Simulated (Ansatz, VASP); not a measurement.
Pd in VASP and in Ansatz

INCAR

```
  ALGO = Normal
  EDIFF = 1E-6
  ENCUT = 520
  GGA = PS
  ISIF = 2
  ISMEAR = 0
  LASPH = T
  LCHARG = F
  LREAL = F
  LWAVE = F
  NBANDS = 11
  NELM = 100
  PREC = Accurate
  SIGMA = 0.15
```

KPOINTS

```
k-points
0
Gamma
  20 20 20
```

The input POSCAR:

```
Pd
1.0
    0.0000000000      2.0421450000      1.9935225000
    2.0421450000      0.0000000000      1.9935225000
    2.0421450000      2.0421450000      0.0000000000
Pd
1
Direct
    0.0000000000      0.0000000000      0.0000000000
```

Input for Ansatz:

```yaml
crystal:
  lattice:
    - [0.0, 2.042145, 1.9935225]
    - [2.042145, 0.0, 1.9935225]
    - [2.042145, 2.042145, 0.0]
  atoms:
    - { symbol: Pd, position: [0.0, 0.0, 0.0] }
basis:
  ecutwfc: 420
kpoints:
  mp_grid: { grid: [20, 20, 20] }
hamiltonian:
  xc: pbesol
scf:
  occupations: { method: gaussian, width: 0.15 }
output:
  forces: true
  stress: true
  eigenvalues: true
```

Change from the starting cell: strain +0.050 along x and y, +0.025 along z, atoms carried along.

Alike in both runs: task single point; functional PBEsol; k mesh 20 × 20 × 20; occupations gaussian, width 0.15 eV; no spin polarisation.

|  | VASP | Ansatz |
| --- | --- | --- |
| version | VASP 6.6.1 | Ansatz 0.2.0 |
| potentials or method | VASP PAW PBE potentials, release 64 (Pd) | scalar-relativistic, plane waves, PAW |
| plane-wave cutoff (eV) | 520 | 420 |
| valence electrons in the cell | 10 | 18 |

Ansatz gave:

| Quantity | Value |
| --- | --- |
| gap on the k mesh at the Fermi level (eV) | none |
| pressure (GPa) | -18.8 |
| largest component of the traceless stress (GPa) | 0.49 |

Q: Which values does VASP return?

A: gap on the k mesh at the Fermi level (eV): none; pressure (GPa): -18.9; largest component of the traceless stress (GPa): 0.49.

A gap of «none» marks a metal or a gap that the smearing closes. The two sets of potentials don't hold the same shells in valence.

Caveats: so large a pressure means that the cell lies far from this level's equilibrium, or that cutoff or potentials fall short (VASP); the potentials were made for another functional, which shifts forces and pressure (VASP).
